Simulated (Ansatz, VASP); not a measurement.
# One calculation of InSb, two programs

File INCAR:

```
ALGO     = Normal         # electronic algorithm
EDIFF    = 1E-6           # SCF threshold, eV
ENCUT    = 520            # plane-wave cutoff, eV
GGA      = PE             # functional
ISIF     = 2              # what is computed and relaxed
ISMEAR   = 0              # smearing method
LASPH    = True           # aspherical terms in the spheres
LCHARG   = True           # write CHGCAR
LELF     = True           # ELF
LREAL    = False          # projectors in reciprocal space
LVHAR    = True         
LWAVE    = False          # write WAVECAR
NBANDS   = 16             # bands
NELM     = 100            # most SCF steps
PREC     = Accurate       # precision mode
SIGMA    = 0.05           # smearing width, eV
```

Contents of KPOINTS:

```
k-points
0
Gamma
  10 10 10
```

File POSCAR:

```
InSb
1.0
    0.0000000000      3.2391000000      3.2391000000
    3.2391000000      0.0000000000      3.2391000000
    3.2391000000      3.2391000000      0.0000000000
In Sb
1 1
Direct
    0.0000000000      0.0000000000      0.0000000000
    0.2500000000      0.2500000000      0.2500000000
```

Input for Ansatz:

```yaml
crystal:
  lattice:
    - [0.0, 3.2391, 3.2391]
    - [3.2391, 0.0, 3.2391]
    - [3.2391, 3.2391, 0.0]
  atoms:
    - { symbol: In, position: [0.0, 0.0, 0.0] }
    - { symbol: Sb, position: [0.25, 0.25, 0.25] }
basis:
  ecutwfc: 420
  fft_grid_basis: typed
kpoints:
  mp_grid: { grid: [10, 10, 10] }
hamiltonian:
  xc: pbe
scf:
  occupations: { method: gaussian, width: 0.05 }
output:
  forces: true
  stress: true
  eigenvalues: true
  bader: true
  write_density: true
  volumetric_format: npy
  elf: true
```

Alike in both runs: task single point; functional PBE; k mesh 10 × 10 × 10; occupations gaussian, width 0.05 eV; no spin polarisation.

```csv
,VASP,Ansatz
version,VASP 6.6.1,Ansatz 0.2.0
potentials or method,"VASP PAW PBE potentials, release 64 (In_d, Sb)","scalar-relativistic, plane waves, PAW"
plane-wave cutoff (eV),520,420
valence electrons in the cell,18,28
```

```csv
,VASP,Ansatz,Ansatz less VASP
gap on the k mesh at the Fermi level (eV),none,none,-
pressure (GPa),3.1,3.1,+0.03
```

A gap of «none» marks a metal or a gap that the smearing closes. The two sets of potentials don't hold the same shells in valence.

Caveats: this crystal is a semiconductor, whose small gap the functional closes, so the metal is an error of the method. Spin-orbit coupling is left out, which matters for the levels of Sb.
